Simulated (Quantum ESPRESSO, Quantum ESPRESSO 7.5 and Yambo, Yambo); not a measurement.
# AlN (P6_3mc): G0W0 with Yambo, start to end

How does a plane-wave GW calculation on AlN (P6_3mc) run from the first input to the gap?

Method: PBE and many-body steps on it, plane waves, in Quantum ESPRESSO 7.5 and Yambo 5.3.0.

The database entry behind the starting cell differs from later determinations by our own check (inner coordinate u about 0.002 short), so it need not match the best structure at ambient conditions.

### 1. The structure

Symmetry: P6_3mc, No. 186, hexagonal system. The conventional cell has a = 3.113 Å, b = 3.113 Å, c = 4.981 Å, α = 90.00°, β = 90.00°, γ = 120.00°. Al has 4 N at 1.89 Å nearest. Nearest to N lie 4 Al at 1.89 Å. Farther neighbours and most contacts between anions are not listed.

As a file:

```cif
data_structure
_symmetry_space_group_name_H-M 'P 1'
_symmetry_Int_Tables_number 1
_cell_length_a 3.1130
_cell_length_b 3.1130
_cell_length_c 4.9810
_cell_angle_alpha 90.000
_cell_angle_beta 90.000
_cell_angle_gamma 120.000
_cell_volume 41.80
loop_
_atom_site_label
_atom_site_type_symbol
_atom_site_fract_x
_atom_site_fract_y
_atom_site_fract_z
_atom_site_occupancy
Al1 Al 0.33333 0.66667 0.00000 1
Al2 Al 0.66667 0.33333 0.50000 1
N3 N 0.33333 0.66667 0.38000 1
N4 N 0.66667 0.33333 0.88000 1
```

The cell and positions come from the Crystallography Open Database and are kept as given unless a step says otherwise.

### 2. Ground state

This step: Quantum ESPRESSO 7.5; DFT, PBE, plane waves, norm-conserving pseudopotentials.

The ground-state density comes first.

Contents of pw.in:

```
&control
  calculation = 'scf'
  prefix = 'x'
  outdir = 'o'
  pseudo_dir = 'pseudo'
/
&system
  ibrav = 0
  nat = 4
  ntyp = 2
  ecutwfc = 72.0
  nbnd = 14
  force_symmorphic = .true.
/
&electrons
  conv_thr = 1e-10
  electron_maxstep = 80
  mixing_beta = 0.5
/
ATOMIC_SPECIES
  Al 26.982 Al.upf
  N 14.007 N.upf
CELL_PARAMETERS angstrom
  3.1130000000 -0.0000000000 0.0000000000
  -1.5565000000 2.6959370820 0.0000000000
  0.0000000000 0.0000000000 4.9810000000
ATOMIC_POSITIONS crystal
  Al 0.3333333333 0.6666666667 0.0000000000
  Al 0.6666666667 0.3333333333 0.5000000000
  N 0.3333333333 0.6666666667 0.3800000000
  N 0.6666666667 0.3333333333 0.8800000000
K_POINTS automatic
  6 6 4 0 0 0
```

Run with:

```sh
> OMP_NUM_THREADS=1 mpirun -n 8 pw.x -nk 8 -in pw.in > pw.out
```

The log of the run:

```text
Program PWSCF v.7.5 starts

     This program is part of the open-source Quantum ESPRESSO suite
     for quantum simulation of materials; please cite
         "P. Giannozzi et al., J. Phys.:Condens. Matter 21 395502 (2009);
         "P. Giannozzi et al., J. Phys.:Condens. Matter 29 465901 (2017);
         "P. Giannozzi et al., J. Chem. Phys. 152 154105 (2020);
     in publications or presentations arising from this work. More details at
     Message from routine setup:
     using ibrav=0 with symmetry is DISCOURAGED, use correct ibrav instead

     G-vector sticks info

     bravais-lattice index     =            0
     lattice parameter (alat)  =       5.8827  a.u.
     unit-cell volume          =     282.0993 (a.u.)^3
     number of atoms/cell      =            4
     number of atomic types    =            2
     number of electrons       =        16.00
     number of Kohn-Sham states=           14
     kinetic-energy cutoff     =      72.0000  Ry
     charge density cutoff     =     288.0000  Ry
     scf convergence threshold =      1.0E-10
     mixing beta               =       0.5000
     number of iterations used =            8  plain     mixing
     Exchange-correlation= PBE
                           (   1   4   3   4   0   0   0)

     celldm(1)=   5.882717  celldm(2)=   0.000000  celldm(3)=   0.000000
     celldm(4)=   0.000000  celldm(5)=   0.000000  celldm(6)=   0.000000

     crystal axes: (cart. coord. in units of alat)
               a(1) = (   1.000000  -0.000000   0.000000 )
               a(2) = (  -0.500000   0.866025   0.000000 )
               a(3) = (   0.000000   0.000000   1.600064 )

     reciprocal axes: (cart. coord. in units 2 pi/alat)
               b(1) = (  1.000000  0.577350 -0.000000 )
               b(2) = (  0.000000  1.154701 -0.000000 )
               b(3) = ( -0.000000 -0.000000  0.624975 )
     Pseudo is Norm-conserving + core correction, Zval =  3.0
     Generated using ONCVPSP code by D. R. Hamann
     Using radial grid of 1876 points,  6 beta functions with:
     Pseudo is Norm-conserving + core correction, Zval =  5.0
     Generated using ONCVPSP code by D. R. Hamann
     Using radial grid of 1058 points,  4 beta functions with:
     Al                3.00    26.98200     Al( 1.00)
     N                 5.00    14.00700     N ( 1.00)

      6 Sym. Ops. (no inversion) found

   Cartesian axes

     site n.     atom                  positions (alat units)
         1        Al     tau(   1) = (  -0.0000000   0.5773503   0.0000000  )
         2        Al     tau(   2) = (   0.5000000   0.2886751   0.8000321  )
         3        N      tau(   3) = (  -0.0000000   0.5773503   0.6080244  )
         4        N      tau(   4) = (   0.5000000   0.2886751   1.4080565  )

     number of k points=    24
                       cart. coord. in units 2pi/alat
        k(    1) = (   0.0000000   0.0000000   0.0000000), wk =   0.0138889
        k(    2) = (   0.0000000   0.0000000   0.1562437), wk =   0.0277778
        k(    3) = (   0.0000000   0.0000000  -0.3124875), wk =   0.0138889
        k(    4) = (   0.0000000   0.1924501   0.0000000), wk =   0.0833333
        k(    5) = (   0.0000000   0.1924501   0.1562437), wk =   0.0833333
        k(    6) = (   0.0000000   0.1924501  -0.3124875), wk =   0.0833333
        k(    7) = (   0.0000000   0.3849002   0.0000000), wk =   0.0833333
        k(    8) = (   0.0000000   0.3849002   0.1562437), wk =   0.0833333
        k(    9) = (   0.0000000   0.3849002  -0.3124875), wk =   0.0833333
        k(   10) = (   0.0000000  -0.5773503   0.0000000), wk =   0.0416667
     [... 12 further rows ...]
        k(   23) = (   0.0000000  -0.3849002   0.1562437), wk =   0.0833333
        k(   24) = (  -0.1666667  -0.4811252   0.1562437), wk =   0.1666667

     Dense  grid:    23187 G-vectors     FFT dimensions: (  32,  32,  54)

     Initial potential from superposition of free atoms

     starting charge      15.9951, renormalised to      16.0000
     Starting wfcs are   16 randomized atomic wfcs

     per-process dynamical memory:    21.0 Mb

     Self-consistent Calculation

     iteration #  1     ecut=    72.00 Ry     beta= 0.50

     total energy              =     -50.82011051 Ry
     estimated scf accuracy    <       1.20188536 Ry

     iteration #  2     ecut=    72.00 Ry     beta= 0.50

     total energy              =     -51.15495077 Ry
     estimated scf accuracy    <       0.13970245 Ry

     iteration #  3     ecut=    72.00 Ry     beta= 0.50

     total energy              =     -51.17366136 Ry
     estimated scf accuracy    <       0.01056837 Ry

     iteration #  4     ecut=    72.00 Ry     beta= 0.50

     total energy              =     -51.17593038 Ry
     estimated scf accuracy    <       0.00719850 Ry

     iteration #  5     ecut=    72.00 Ry     beta= 0.50

     total energy              =     -51.17620520 Ry
     estimated scf accuracy    <       0.00067582 Ry

     iteration #  6     ecut=    72.00 Ry     beta= 0.50

     total energy              =     -51.17644423 Ry
     estimated scf accuracy    <       0.00003540 Ry

     iteration #  7     ecut=    72.00 Ry     beta= 0.50

     total energy              =     -51.17643337 Ry
     estimated scf accuracy    <       0.00004063 Ry

     iteration #  8     ecut=    72.00 Ry     beta= 0.50

     total energy              =     -51.17643396 Ry
     estimated scf accuracy    <       0.00000640 Ry

     iteration #  9     ecut=    72.00 Ry     beta= 0.50

     total energy              =     -51.17643457 Ry
     estimated scf accuracy    <       0.00000056 Ry

     iteration # 10     ecut=    72.00 Ry     beta= 0.50

     total energy              =     -51.17643472 Ry
     estimated scf accuracy    <          7.2E-09 Ry

     iteration # 11     ecut=    72.00 Ry     beta= 0.50

     total energy              =     -51.17643473 Ry
     estimated scf accuracy    <          2.3E-09 Ry

     iteration # 12     ecut=    72.00 Ry     beta= 0.50

     total energy              =     -51.17643474 Ry
     estimated scf accuracy    <          2.4E-09 Ry

     iteration # 13     ecut=    72.00 Ry     beta= 0.50

     total energy              =     -51.17643473 Ry
     estimated scf accuracy    <          9.6E-10 Ry

     iteration # 14     ecut=    72.00 Ry     beta= 0.50

     End of self-consistent calculation

          k = 0.0000 0.0000 0.0000 (  2863 PWs)   bands (ev):

    -8.0385  -5.8877   1.1322   6.2756   6.2756   6.9268   6.9268   7.1067
    11.3272  13.7824  17.6990  18.2976  18.2976  20.2844

          k = 0.0000 0.0000 0.1562 (  2893 PWs)   bands (ev):

    -7.8016  -6.3221   1.9309   5.9103   6.3662   6.3662   6.8267   6.8267
    12.2778  13.8969  17.3750  18.2652  18.2653  18.8620

          k = 0.0000 0.0000-0.3125 (  2858 PWs)   bands (ev):

    -7.1500  -7.1500   3.7936   3.7936   6.5919   6.5919   6.5919   6.5919
    13.5732  13.5732  17.4520  17.4521  18.6140  18.6140

          k = 0.0000 0.1925 0.0000 (  2896 PWs)   bands (ev):

     [... further k-points ...]

     highest occupied, lowest unoccupied level (ev):     7.1067   11.3272

!    total energy              =     -51.17643473 Ry
     estimated scf accuracy    <          4.0E-11 Ry

     The total energy is the sum of the following terms:
     one-electron contribution =      -2.07178407 Ry
     hartree contribution      =      11.37824244 Ry
     xc contribution           =     -16.99644482 Ry
     ewald contribution        =     -43.48644828 Ry

     convergence has been achieved in  14 iterations

     XML data file, charge density, pseudopotentials, collected wavefunctions

=------------------------------------------------------------------------------=
   JOB DONE.
=------------------------------------------------------------------------------=
```

Run time: 3.3 s. Hardware: 8 MPI ranks of Arm Neoverse V2, shared host; peak memory 0.44 GiB.

This step gave:

```
total energy               : -696.2909 eV
gap                        : 4.220 eV
k of the valence top       : 0, 0, 0
k of the conduction bottom : 0, 0, 0
least direct gap           : 4.220 eV
```

The gap is direct, at Γ.

### 3. Bands along the symmetry lines

The cheap functional maps the bands first; the places of the edges decide which points the dearer methods must see.

Contents of pw.in:

```
&control
  calculation = 'bands'
  prefix = 'x'
  outdir = 'o'
  pseudo_dir = 'pseudo'
/
&system
  ibrav = 0
  nat = 4
  ntyp = 2
  ecutwfc = 72.0
  nbnd = 14
  force_symmorphic = .true.
/
&electrons
  conv_thr = 1e-9
  electron_maxstep = 80
  diago_full_acc = .true.
  diago_thr_init = 5e-6
/
ATOMIC_SPECIES
  Al 26.982 Al.upf
  N 14.007 N.upf
CELL_PARAMETERS angstrom
  3.1130000000 -0.0000000000 0.0000000000
  -1.5565000000 2.6959370820 0.0000000000
  0.0000000000 0.0000000000 4.9810000000
ATOMIC_POSITIONS crystal
  Al 0.3333333333 0.6666666667 0.0000000000
  Al 0.6666666667 0.3333333333 0.5000000000
  N 0.3333333333 0.6666666667 0.3800000000
  N 0.6666666667 0.3333333333 0.8800000000
K_POINTS crystal
  75
  0.00000000 0.00000000 0.00000000 1
  0.06250000 0.00000000 0.00000000 1
  0.12500000 0.00000000 0.00000000 1
  0.18750000 0.00000000 0.00000000 1
  0.25000000 0.00000000 0.00000000 1
  0.31250000 0.00000000 0.00000000 1
  0.37500000 0.00000000 0.00000000 1
  0.43750000 0.00000000 0.00000000 1
  0.50000000 0.00000000 0.00000000 1
  0.47916667 0.04166667 0.00000000 1
  0.45833333 0.08333333 0.00000000 1
  0.43750000 0.12500000 0.00000000 1
  0.41666666 0.16666666 0.00000000 1
  0.39583333 0.20833333 0.00000000 1
  0.37500000 0.25000000 0.00000000 1
  0.35416666 0.29166666 0.00000000 1
  0.33333333 0.33333333 0.00000000 1
  0.29166666 0.29166666 0.00000000 1
  0.25000000 0.25000000 0.00000000 1
  0.20833333 0.20833333 0.00000000 1
  0.16666666 0.16666666 0.00000000 1
  0.12500000 0.12500000 0.00000000 1
  0.08333333 0.08333333 0.00000000 1
  0.04166667 0.04166667 0.00000000 1
  0.00000000 0.00000000 0.00000000 1
  0.00000000 0.00000000 0.06250000 1
  0.00000000 0.00000000 0.12500000 1
  0.00000000 0.00000000 0.18750000 1
  0.00000000 0.00000000 0.25000000 1
  0.00000000 0.00000000 0.31250000 1
  0.00000000 0.00000000 0.37500000 1
  0.00000000 0.00000000 0.43750000 1
  0.00000000 0.00000000 0.50000000 1
  0.06250000 0.00000000 0.50000000 1
  0.12500000 0.00000000 0.50000000 1
  0.18750000 0.00000000 0.50000000 1
  0.25000000 0.00000000 0.50000000 1
  0.31250000 0.00000000 0.50000000 1
  0.37500000 0.00000000 0.50000000 1
  0.43750000 0.00000000 0.50000000 1
  0.50000000 0.00000000 0.50000000 1
  0.47916667 0.04166667 0.50000000 1
  0.45833333 0.08333333 0.50000000 1
  0.43750000 0.12500000 0.50000000 1
  0.41666666 0.16666666 0.50000000 1
  0.39583333 0.20833333 0.50000000 1
  0.37500000 0.25000000 0.50000000 1
  0.35416666 0.29166666 0.50000000 1
  0.33333333 0.33333333 0.50000000 1
  0.29166666 0.29166666 0.50000000 1
  0.25000000 0.25000000 0.50000000 1
  0.20833333 0.20833333 0.50000000 1
  0.16666666 0.16666666 0.50000000 1
  0.12500000 0.12500000 0.50000000 1
  0.08333333 0.08333333 0.50000000 1
  0.04166667 0.04166667 0.50000000 1
  0.00000000 0.00000000 0.50000000 1
  0.50000000 0.00000000 0.50000000 1
  0.50000000 0.00000000 0.43750000 1
  0.50000000 0.00000000 0.37500000 1
  0.50000000 0.00000000 0.31250000 1
  0.50000000 0.00000000 0.25000000 1
  0.50000000 0.00000000 0.18750000 1
  0.50000000 0.00000000 0.12500000 1
  0.50000000 0.00000000 0.06250000 1
  0.50000000 0.00000000 0.00000000 1
  0.33333333 0.33333333 0.50000000 1
  0.33333333 0.33333333 0.43750000 1
  0.33333333 0.33333333 0.37500000 1
  0.33333333 0.33333333 0.31250000 1
  0.33333333 0.33333333 0.25000000 1
  0.33333333 0.33333333 0.18750000 1
  0.33333333 0.33333333 0.12500000 1
  0.33333333 0.33333333 0.06250000 1
  0.33333333 0.33333333 0.00000000 1
```

The log of the run:

```text
[banner, memory and clock lines left out]
Program PWSCF v.7.5 starts

     Atomic positions and unit cell read from directory:
     o/x.save/

     Message from routine setup:
     using ibrav=0 with symmetry is DISCOURAGED, use correct ibrav instead

     G-vector sticks info

     bravais-lattice index     =            0
     lattice parameter (alat)  =       5.8827  a.u.
     unit-cell volume          =     282.0993 (a.u.)^3
     number of atoms/cell      =            4
     number of atomic types    =            2
     number of electrons       =        16.00
     number of Kohn-Sham states=           14
     kinetic-energy cutoff     =      72.0000  Ry
     charge density cutoff     =     288.0000  Ry
     Exchange-correlation= PBE
                           (   1   4   3   4   0   0   0)

     celldm(1)=   5.882717  celldm(2)=   0.000000  celldm(3)=   0.000000
     celldm(4)=   0.000000  celldm(5)=   0.000000  celldm(6)=   0.000000

     crystal axes: (cart. coord. in units of alat)
               a(1) = (   1.000000  -0.000000   0.000000 )
               a(2) = (  -0.500000   0.866025   0.000000 )
               a(3) = (   0.000000   0.000000   1.600064 )

     reciprocal axes: (cart. coord. in units 2 pi/alat)
               b(1) = (  1.000000  0.577350 -0.000000 )
               b(2) = (  0.000000  1.154701 -0.000000 )
               b(3) = ( -0.000000 -0.000000  0.624975 )
     Pseudo is Norm-conserving + core correction, Zval =  3.0
     Generated using ONCVPSP code by D. R. Hamann
     Using radial grid of 1876 points,  6 beta functions with:
     Pseudo is Norm-conserving + core correction, Zval =  5.0
     Generated using ONCVPSP code by D. R. Hamann
     Using radial grid of 1058 points,  4 beta functions with:
     Al                3.00    26.98200     Al( 1.00)
     N                 5.00    14.00700     N ( 1.00)

      6 Sym. Ops. (no inversion) found

   Cartesian axes

     site n.     atom                  positions (alat units)
         1        Al     tau(   1) = (  -0.0000000   0.5773503   0.0000000  )
         2        Al     tau(   2) = (   0.5000000   0.2886751   0.8000321  )
         3        N      tau(   3) = (  -0.0000000   0.5773503   0.6080244  )
         4        N      tau(   4) = (   0.5000000   0.2886751   1.4080565  )

     number of k points=    75
                       cart. coord. in units 2pi/alat
        k(    1) = (   0.0000000   0.0000000   0.0000000), wk =   0.0266667
        k(    2) = (   0.0625000   0.0360844   0.0000000), wk =   0.0266667
        k(    3) = (   0.1250000   0.0721688   0.0000000), wk =   0.0266667
[...]
[... 63 further rows ...]
        k(   74) = (   0.3333333   0.5773503   0.0390609), wk =   0.0266667
        k(   75) = (   0.3333333   0.5773503   0.0000000), wk =   0.0266667

     Dense  grid:    23187 G-vectors     FFT dimensions: (  32,  32,  54)

     The potential is recalculated from file :
     o/x.save/charge-density

     Starting wfcs are   16 randomized atomic wfcs

     Band Structure Calculation

     End of band structure calculation

          k = 0.0000 0.0000 0.0000 (  2863 PWs)   bands (ev):

    -8.0385  -5.8877   1.1322   6.2756   6.2756   6.9268   6.9268   7.1067
    11.3272  13.7824  17.6990  18.2976  18.2976  20.2845

          k = 0.0625 0.0361 0.0000 (  2881 PWs)   bands (ev):

    -7.9887  -5.8594   1.1915   6.0380   6.2074   6.6812   6.9207   7.0869
    11.5752  13.9974  17.4940  17.9237  18.4422  20.0986

          k = 0.1250 0.0722 0.0000 (  2880 PWs)   bands (ev):

    -7.8414  -5.7784   1.3678   5.4066   6.0322   6.1037   6.8891   7.0164
    12.1589  14.5141  16.8879  17.2194  18.8553  19.7092

[...]
k = 0.3333 0.5774 0.0391 (  2931 PWs)   bands (ev):

    -5.5416  -5.5416   2.3343   3.2784   3.2784   4.6549   4.8286   4.8286
    12.2407  15.4762  16.7139  16.7139  18.6879  18.6879

          k = 0.3333 0.5774 0.0000 (  2928 PWs)   bands (ev):

    -5.5434  -5.5434   2.3182   3.3537   3.3537   4.6905   4.7354   4.7354
    12.1816  15.4832  16.8039  16.8039  18.6615  18.6615

     XML data file, pseudopotentials, collected wavefunctions
```

Wall time 2.8 s (8 MPI ranks); peak memory 0.41 GiB.

This step gave:

```yaml
gap: 4.221 eV
k_of_the_valence_top: 0, 0, 0
k_of_the_conduction_bottom: 0, 0, 0
least_direct_gap: 4.221 eV
```

The gap is 4.221 eV, as in the run before at this level.

Electronic bands along the path, in eV, zero at the top of the highest filled band; v1 is the highest filled band, c1 the lowest empty one:

```
    point     v4     v3     v2     v1    c1    c2     c3     c4
        Γ  -0.83  -0.18  -0.18   0.00  4.22  6.68  10.59  11.19
  halfway  -2.43  -1.54  -0.44  -0.38  6.21  7.63   8.10  10.04
        M  -3.33  -2.06  -1.77  -0.66  5.83  5.84   8.21  10.30
  halfway  -3.08  -2.97  -1.86  -1.49  5.54  7.17   8.88  10.08
        K  -3.75  -2.42  -2.37  -2.37  5.07  8.38   9.70   9.70
  halfway  -3.35  -1.67  -0.86  -0.59  6.85  7.48   8.57   9.14
        Γ  -0.83  -0.18  -0.18   0.00  4.22  6.68  10.59  11.19
  halfway  -0.74  -0.74  -0.28  -0.28  5.17  6.79  10.27  11.16
        A  -0.51  -0.51  -0.51  -0.51  6.47  6.47  10.35  10.35
  halfway  -1.58  -1.58  -1.01  -1.01  6.55  6.55   9.52   9.52
        L  -1.44  -1.44  -1.35  -1.35  5.34  5.34   9.32   9.32
  halfway  -2.72  -2.72  -0.92  -0.92  6.19  6.19   9.25   9.25
        H  -3.83  -3.83  -0.78  -0.78  7.44  7.44   7.88   7.88
  halfway  -1.80  -1.80  -1.20  -1.20  6.74  6.74   9.49   9.49
        A  -0.51  -0.51  -0.51  -0.51  6.47  6.47  10.35  10.35
jump to L  -1.44  -1.44  -1.35  -1.35  5.34  5.34   9.32   9.32
  halfway  -2.55  -1.89  -1.19  -0.91  5.09  5.93   9.37   9.47
        M  -3.33  -2.06  -1.77  -0.66  5.83  5.84   8.21  10.30
jump to H  -3.83  -3.83  -0.78  -0.78  7.44  7.44   7.88   7.88
  halfway  -4.41  -2.91  -1.46  -1.46  5.91  8.23   8.70   8.70
        K  -3.75  -2.42  -2.37  -2.37  5.07  8.38   9.70   9.70
```

[end of part 1 of 3]

[Paths, hosts, dates, memory and timing lines, banners, echoed tables and standing remarks are left out of the program output.]

[Logs are printed without paths, hosts, clocks, repeated set-up lines and the standing remarks that a program may print on its own settings, such as how far it seeks lower states.]

[Runs of the session that timed out or met a known fault of the program may be left out.]

[Hosts, paths, dates, database ids (printed as entryN), source tags and the programs' standing remarks are cut or masked in the printed files.]
